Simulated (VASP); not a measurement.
# SnSe2 (strained 1T (CdI2) bulk), PBE single-point calculation: Ansatz's output and VASP's

```
Sn Se
1.0
     3.82515    0.00000    0.00000
    -1.91257    3.31268    0.00000
     0.00000    0.00000    6.04027
Sn Se
1 2
Cartesian
  0.0000 0.0000 0.0000
  0.0000 2.2085 1.5707
  1.9126 1.1042 4.4695
```

Ansatz printed

```
SCF 1 converged in 6 iterations: F = -16963.320557 eV  dr2 = 4.35e-8
  greatest PAW one-centre occupation: 1.000 electrons in one spin orbital (limit 2), on the Se atom at site 2 (counted from 0), in its partial waves of l = 2
NSCF: frozen V_eff on 8 k-points
SCF converged after 6 iterations
Free energy (F): -16963.320557 eV
Harris-Foulkes:  -16963.320557 eV  (|F-HF|=4.45e-8)
Internal energy: -16963.320557 eV  (E = F + TS)
E sigma→0 (E₀):  -16963.320557 eV
Fermi energy:    8.682362 eV
--- Per-component energies (eV) ---
  E_band       = -851.140321
  E_kinetic    = 425.298785
  E_local      = -5918.181577  (includes V_loc(G=0)·N_el)
  E_nonlocal   = -1222.391292
  E_hartree    = 3040.276258
  E_xc         = -590.042294
  E_vxc        = -291.614817  (∫ρ·V_xc dr)
  E_paw        = -7963.699908  (= ΣΔE_a)
  E_vpaw       = 75.200527  (= ΣTr[D̂ρ^β])
  E_aug_tail   = -0.001217  (compensation charges beyond the density's cutoff)
  E_ewald      = -4734.579311
  E_smearing   = -0.000000  (= −TS)
  E_closure    = -0.000000  (closes the sum)
  Σ components = -16963.320557   (vs F -16963.320557, Δ=0.00e0)
--- Forces (eV/Å), atoms counted from 1 ---
  atom   1  Sn    -0.00000000     0.00000000     0.00000000
  atom   2  Se     0.00000000     0.00000000     0.26977855
  atom   3  Se    -0.00000000    -0.00000000    -0.26977855
  max |Σ_I F_I| component: 1.58e-30 eV/Å
--- Stress (GPa, compression-positive) ---
        3.400851       0.000000       0.000000
        0.000000       3.400851       0.000000
        0.000000       0.000000       3.963761
  P = ⅓ Tr σ = 3.5885 GPa (35.885 kbar)
--- Band table (eV; the first three rows and the last of 69) ---
  k-point 0: bands = ["-38.5670", "-38.5670", "-38.5669", "-38.5669", "-38.5419", "-38.5419", "-38.5412", "-38.5412", "-38.5317", "-38.5316", "-12.9904", "-12.9904", "-12.9548", "-12.9424", "-12.9424", "-5.6130", "-3.8843", "1.9972", "7.6511", "7.6511", "7.8671", "7.8671", "8.2877", "9.2146", "11.2960", "12.9133", "12.9133"]
  k-point 1: bands = ["-38.5670", "-38.5670", "-38.5669", "-38.5669", "-38.5418", "-38.5418", "-38.5413", "-38.5413", "-38.5317", "-38.5316", "-12.9904", "-12.9904", "-12.9548", "-12.9424", "-12.9424", "-5.5051", "-4.1025", "2.4628", "6.9997", "7.5638", "7.5638", "7.9957", "7.9957", "10.1951", "11.2893", "12.7333", "12.7333"]
  k-point 2: bands = ["-38.5670", "-38.5670", "-38.5670", "-38.5670", "-38.5415", "-38.5415", "-38.5415", "-38.5415", "-38.5317", "-38.5316", "-12.9904", "-12.9904", "-12.9547", "-12.9424", "-12.9424", "-5.3609", "-4.3486", "3.0652", "6.0301", "7.5122", "7.5122", "8.0904", "8.0904", "10.7977", "11.1992", "12.5650", "12.5650"]
  k-point 68: bands = ["-38.5666", "-38.5666", "-38.5666", "-38.5666", "-38.5417", "-38.5416", "-38.5416", "-38.5416", "-38.5313", "-38.5313", "-13.0069", "-13.0069", "-12.9417", "-12.9417", "-12.9240", "-3.5614", "-3.5614", "1.0069", "4.0628", "4.0628", "4.5399", "7.9598", "7.9598", "10.6911", "12.7353", "12.7353", "14.2318"]
```

The two codes use different PAW datasets and cutoffs. VASP's cell holds 26 valence electrons and Ansatz's 46. Ansatz's stress includes a Pulay correction; VASP's doesn't.

Task: What does VASP give for the same cell and level of theory?

Result: gap between bands v and c 0.45 eV; least direct gap 0.92 eV; pressure 3.7 GPa; largest force 0.28 eV/Å.

From OUTCAR

```
k-points           NKPTS =     69   k-points in BZ     NKDIM =     69   number of bands    NBANDS=     20

   NELECT =      26.0000    total number of electrons

   dimension x,y,z NGX =    28 NGY =   28 NGZ =   48
   dimension x,y,z NGXF=    56 NGYF=   56 NGZF=   96

  energy-cutoff  :      520.00
  volume of cell :       76.54
      direct lattice vectors                 reciprocal lattice vectors
     3.825149330  0.000000000  0.000000000     0.261427702  0.150935354  0.000000000
    -1.912574665  3.312676493  0.000000000     0.000000000  0.301870709  0.000000000
     0.000000000  0.000000000  6.040266692     0.000000000  0.000000000  0.165555604

 k-points in reciprocal lattice and weights: KPOINTS created by Atomic Simulation Env
   0.00000000  0.00000000  0.00000000       0.002
   0.08333333  0.00000000  0.00000000       0.010
   0.16666667  0.00000000  0.00000000       0.010
   0.25000000  0.00000000  0.00000000       0.010
   0.33333333  0.00000000  0.00000000       0.010
   0.41666667  0.00000000  0.00000000       0.010
   0.50000000  0.00000000  0.00000000       0.005
   0.08333333  0.08333333  0.00000000       0.010
   ...

 E-fermi :   4.7061

 k-point     1 :       0.0000    0.0000    0.0000
  band No.  band energies     occupation
      1     -16.9700      2.00000
      2     -16.9700      2.00000
      3     -16.9340      2.00000
      4     -16.9215      2.00000
      5     -16.9215      2.00000
      6      -9.5899      2.00000
      7      -7.8580      2.00000
      8      -1.9751      2.00000
      9       3.6734      2.00000
     10       3.6734      2.00000
     11       3.8910      2.00000
     12       3.8910      2.00000
     13       4.3171      2.00000
     14       5.2328      0.00000
     15       7.3110      0.00000
     16       8.9315      0.00000
     17       8.9315      0.00000
     18      12.5136      0.00000
     19      13.2915      0.00000
     20      13.2915      0.00000

 k-point     2 :       0.0833    0.0000    0.0000
  band No.  band energies     occupation
      1     -16.9730      2.00000
      2     -16.9675      2.00000
      3     -16.9321      2.00000
      4     -16.9232      2.00000
      5     -16.9212      2.00000
      6      -9.5220      2.00000
      7      -7.8149      2.00000
      8      -1.9508      2.00000
      9       2.8127      2.00000
     10       3.3258      2.00000
     11       3.5220      2.00000
     12       4.0951      2.00000
     13       4.3836      2.00000
     14       5.8801      0.00000
     15       7.7199      0.00000
     16       8.6838      0.00000
     17       9.0526      0.00000
     18      12.4293      0.00000
     19      12.6915      0.00000
     20      13.3570      0.00000

 k-point     3 :       0.1667    0.0000    0.0000
  band No.  band energies     occupation
      1     -16.9817      2.00000
      2     -16.9613      2.00000
      3     -16.9296      2.00000
      4     -16.9244      2.00000
      5     -16.9198      2.00000
      6      -9.3228      2.00000
      7      -7.6977      2.00000
      8      -1.9121      2.00000
      9       1.6437      2.00000
     10       2.7208      2.00000
     11       2.8391      2.00000
     12       4.2073      2.00000
     13       4.3219      2.00000
     14       6.5012      0.00000
     15       7.9835      0.00000
     16       9.0125      0.00000
     17       9.3196      0.00000
     18      11.4549      0.00000
     19      12.4306      0.00000
     20      13.4853      0.00000

 k-point     4 :       0.2500    0.0000    0.0000
  band No.  band energies     occupation
      1     -16.9948      2.00000
      2     -16.9549      2.00000
      3     -16.9343      2.00000
      4     -16.9168      2.00000
      5     -16.9158      2.00000
      6      -9.0078      2.00000
      7      -7.5451      2.00000
      8      -1.9785      2.00000
      9       0.7356      2.00000
     10       1.9291      2.00000
     11       2.3823      2.00000
     12       4.0846      2.00000
     13       4.1916      2.00000
     14       6.2470      0.00000
     15       8.1592      0.00000
     16       9.5184      0.00000
     17       9.8466      0.00000
     18      10.7362      0.00000
     19      12.4743      0.00000
     20      13.9191      0.00000

 ...

  Total        1.6561198      1.6561198      1.9304444      0.0000000     -0.0000000      0.0000000
  in kB       34.6672030     34.6672030     40.4095801      0.0000000     -0.0000000      0.0000000
  external PRESSURE =      36.5813287 kB  Pullay stress =       0.0000000 kB

 POSITION                                       TOTAL-FORCE (eV/Angst)
 -----------------------------------------------------------------------------------
      0.00000      0.00000      0.00000         0.000000      0.000000     -0.000000
      0.00000      2.20845      1.57073        -0.000000      0.000000      0.284650
      1.91257      1.10423      4.46954         0.000000     -0.000000     -0.284650
 -----------------------------------------------------------------------------------
    total drift:                               -0.000000      0.000000     -0.000000

  FREE ENERGIE OF THE ION-ELECTRON SYSTEM (eV)
  ---------------------------------------------------
  free  energy   TOTEN  =       -11.7955559820 eV

  energy  without entropy=      -11.7955559739  energy(sigma->0) =      -11.79555598
```
